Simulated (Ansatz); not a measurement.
# CuO (Tenorite): relaxation of cell and atoms with PBEsol

CuO (Tenorite):

```
Cu O
1.0
     2.34465   -1.71340    0.00000
     2.34465    1.71340    0.00000
    -0.86055    0.00000    5.05944
Cu O
2 2
Direct
  0.49680 0.00320 0.50000
  0.00320 0.49680 0.00000
  0.40560 0.57140 0.75370
  0.57140 0.40560 0.25370
```

```yaml
Program: Ansatz 0.2.0
Task: relaxation of cell and atoms
Functional: PBEsol
Potentials_or_basis: Ansatz PAW
Cutoff: "420 eV (not typed: the program's choice for these potentials)"
k_mesh: 10 × 10 × 5
Occupations: fermi-dirac, width 0.05 eV
Spin: no spin polarisation
```

```json
{"Relaxed volume": "10.67 Å³/atom", "Relaxed cell": "a = 2.895 Å, b = 2.895 Å, c = 5.090 Å, α = 90.01°, β = 90.01°, γ = 89.73°", "Space group after relaxing (to 0.05 Å)": "P4_2/mmc (No. 131)", "Energy gained by relaxing": "49.0 meV/atom", "Ionic steps": "20", "Pressure after relaxing": "0.0 GPa", "Band gap on the k mesh": "none (metal or under the smearing width)"}
```

The path:
```tsv
step	energy change (eV)	largest force (eV/Å)	volume (Å³)
1	0.0000	0.7569	40.65
2	-0.0414	0.6039	40.72
3	-0.1162	0.1298	41.29
4	-0.1311	0.0150	41.23
5	-0.1342	0.0043	41.61
6	-0.1346	0.0028	41.82
7	-0.1346	0.0002	41.81
8	-0.1639	0.0018	41.81
9	-0.1765	0.0337	42.14
10	-0.1791	0.0431	42.44
11	-0.1798	0.0011	42.48
12	-0.1903	0.0017	42.48
13	-0.1929	0.0008	42.60
14	-0.1931	0.0029	42.63
15	-0.1951	0.0029	42.63
16	-0.1955	0.0092	42.65
17	-0.1955	0.0003	42.66
18	-0.1958	0.0004	42.66
19	-0.1959	0.0001	42.66
20	-0.1958	0.0001	42.66
```

Final structure:
```yaml
crystal:
  lattice:
    - [2.04571, -2.04236, 0.16163]
    - [2.04571, 2.04236, 0.16163]
    - [-0.40206, 0.00000, 5.07377]
  atoms:
    - { symbol: Cu, position: [0.49425, 0.99425, 0.50185] }
    - { symbol: Cu, position: [0.99425, 0.49425, 0.00185] }
    - { symbol: O, position: [0.49419, 0.49431, 0.75185] }
    - { symbol: O, position: [0.49431, 0.49419, 0.25185] }
```

Levels at points of the mesh, in eV from the Fermi level:
```
             k point  band 21  band 22  band 23  band 24  band 25  band 26  band 27  band 28  band 29  band 30
  (0.00, 0.00, 0.00)    -2.48    -2.46    -2.36    -1.98     0.72     0.73     1.44     5.98     7.40    13.23
 (0.00, -0.50, 0.00)    -2.34    -1.96    -1.61    -1.55     0.25     0.49     3.48     5.93     6.51    10.93
(-0.50, -0.50, 0.00)    -2.42    -2.42    -1.61    -1.21    -1.21     1.19     1.84     7.10     9.89     9.98
```

Run time: 3.7 min on 2 threads of Arm Neoverse V1 (shared host), peak memory 0.42 GiB.

Caveat: the plane-wave basis is chosen anew once the cell has moved, so the energies of steps on either side of that aren't comparable; the pressure holds a Pulay correction of +0.7 GPa for the finite cutoff; the run has no spin polarisation, though such a crystal can be magnetic; semilocal functionals often make such compounds metallic where correlation or magnetic order opens a gap, which also shifts bond lengths; the PAW data sets come from PBE, with cores solved anew for the run's functional, which leaves a small shift of forces and pressure. Zero-point motion and thermal expansion aren't in these numbers.
